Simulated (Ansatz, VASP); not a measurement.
Pt in VASP and in Ansatz

```
CELL_PARAMETERS angstrom
2.78613 0.00000 0.00000
-1.39307 2.41286 0.00000
0.00000 0.00000 23.82461
ATOMIC_POSITIONS crystal
Pt 0.66667 0.33333 0.35677
Pt 0.33333 0.66667 0.45226
Pt 0.00000 0.00000 0.54663
Pt 0.66667 0.33333 0.64249
```

Alike in both runs: functional r2SCAN; k mesh 12 × 12 × 1; occupations gaussian, width 0.1 eV; no spin polarisation.

Ansatz relaxed the structure, and its values are those at the end. VASP's run is a single point on that final structure, the one shown.

|  | VASP | Ansatz |
| --- | --- | --- |
| version | VASP 6.6.1 | Ansatz 0.2.0 |
| potentials or method | VASP PAW PBE potentials, release 64 (Pt) | scalar-relativistic, plane waves, PAW |
| plane-wave cutoff (eV) | 520 | 500 |
| valence electrons in the cell | 40 | 72 |

Ansatz gave:

| Property | Result |
| --- | --- |
| gap on the k mesh at the Fermi level (eV) | none |
| rms of the force components (eV/Å) | 0.022 |
| work function, face that differs most (eV) | 5.78 |

Estimate VASP's values.

gap on the k mesh at the Fermi level (eV): none; rms of the force components (eV/Å): 0.028; work function, face that differs most (eV): 5.66.

A gap of «none» marks a metal or a gap that the smearing closes. The functional is the same, so the differences come from potentials, cutoffs and numerics. The two sets of potentials don't hold the same shells in valence. Ansatz warned: «xc_potential_rough_in_thin_density».

Caveats: the PAW data sets were made with another functional, which shifts forces and pressure a little (VASP). Spin-orbit coupling is left out, which matters for the levels of Pt.
